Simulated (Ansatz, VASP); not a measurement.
**TaN: VASP beside Ansatz**

```
CELL_PARAMETERS angstrom
2.91828 0.00000 0.00000
-1.45914 2.52731 0.00000
0.00000 0.00000 2.86365
ATOMIC_POSITIONS crystal
Ta 0.00000 0.00000 0.50000
N 0.66667 0.33333 0.00000
```

Change from the starting cell: volume scaled by 0.98.

Alike in both runs: task single point; functional LDA; k mesh 10 × 10 × 9; occupations fermi-dirac, width 0.05 eV; no spin polarisation.

```csv
,VASP,Ansatz
version,VASP 6.6.1,Ansatz 0.2.0
potentials or method,"VASP PAW LDA potentials, release 64 (Ta_pv, N), cutoff 520 eV","all-electron LAPW, scalar-relativistic"
```

Ansatz gave:

* gap on the k mesh at the Fermi level (eV): none
* pressure (GPa): -4.6
* largest component of the traceless stress (GPa): 0.54

**Question.** What did VASP give for the same quantities?

**Answer.** gap on the k mesh at the Fermi level (eV): none; pressure (GPa): -2.7; largest component of the traceless stress (GPa): 0.37.

A gap of «none» marks a metal or a gap that the smearing closes. Ansatz ran all-electron here, so the differences hold the error of VASP's frozen core and of both bases.

The runs have no spin-orbit coupling, so splittings on Ta are missing.
